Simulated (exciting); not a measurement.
The system is CaO.

```
Ca O
1.0
     0.00000    2.40356    2.40356
     2.40356    0.00000    2.40356
     2.40356    2.40356    0.00000
Ca O
1 1
Cartesian
  0.0000 0.0000 0.0000
  2.4036 2.4036 2.4036
```

The cell is a database's computed one.

Base run:

- Program: exciting (release sodium)
- Functional: PBEsol
- Potentials or basis: all-electron LAPW+lo, shipped species files, valence relativity iora*
- rgkmax: 7.5
- k mesh: 10 × 10 × 10
- Occupations: fermi-dirac, width 0.05 eV
- Spin: no spin polarisation

Its results: band gap on the k mesh 3.56 eV, indirect (least direct gap 3.94 eV).

**Question.** The run is repeated on the same cell with these changes: functional from PBEsol to PBE; occupations from fermi-dirac, width 0.05 eV to gaussian, width 0.011 eV. What comes out?

**Answer.** Band gap on the k mesh 3.66 eV, indirect (least direct gap 4.04 eV).
